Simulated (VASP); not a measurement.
A run of VASP 6.6.1 is set up as follows.

Contents of INCAR:

```
SYSTEM = H14CO8
ALGO = Fast
EDIFF = 1E-6
ENCUT = 520
GGA = PS
ISIF = 2
ISMEAR = -1
LASPH = .True.
LCHARG = .False.
LREAL = Auto
LWAVE = .False.
NBANDS = 50
NELM = 100
PREC = Accurate
SIGMA = 0.05
```

KPOINTS

```
k-points
0
Gamma
  1 1 1
  0 0 0
```

File POSCAR:

```
H14CO8
1.0
    6.8105660000      0.0000000000      0.0000000000
    0.0000000000      6.8105660000      0.0000000000
    0.0000000000      0.0000000000      6.8105660000
O H C
8 14 1
Direct
    0.3582668460      0.2279546223      0.9608746175
    0.2952324374      0.7986560882      1.0007685118
    0.6140605641      0.5180626691      0.5794232080
    0.7503634793      0.2258696267      0.7463403189
    0.8507222454      0.6893259679      0.3490605627
    0.4051792465      0.3498387652      0.3180939734
    0.8991176357      0.0449595526      0.4097016313
    0.9130078176      0.0690251001      0.0747514964
    0.3270506445      0.0934136752      0.9858505152
    0.4674060864      0.2142993695      0.8724678683
    0.1581219534      0.8383003703      0.9981989749
    0.3156419011      0.6789303562      0.9387472348
    0.5392356524      0.4288043020      0.4797104969
    0.6840400636      0.4195686526      0.6659798907
    0.8208128370      0.1572262863      0.6377590350
    0.8057333267      0.1991611270      0.8809253152
    0.7556640667      0.6200365726      0.4556009001
    0.9715492075      0.6149121820      0.3896005119
    0.4064126241      0.3276232842      0.1661976405
    0.3446556424      0.2352667899      0.3647420787
    0.8795744730     -0.1087134315      0.4084095213
    0.8642013013      0.3136890532      0.2920462117
    0.8910419486      0.1453770509      0.2337838001
```

Potentials or basis: VASP PAW PBE potentials, release 64 (O, H, C).

Launch:

```sh
$ cat potpaw_PBE.64/O/POTCAR potpaw_PBE.64/H/POTCAR potpaw_PBE.64/C/POTCAR > POTCAR
$ mpirun -np 1 vasp_gam > vasp.out
```

Problem. What does it give for the pressure?

Solution. -0.3 GPa.

Problem. What does it give for the largest force?

Solution. 4.194 eV/Å.

Problem. What does it give for the band gap on the k mesh?

Solution. 4.52 eV, direct.

Stress tensor (GPa, compression positive):
```
 0.01  0.97 -0.05
 0.97  0.60 -0.60
-0.05 -0.60 -1.64
```

Caveat: the standard files for N, O and F lose accuracy on very short bonds; the PAW data sets were made with another functional, which shifts forces and pressure a little.
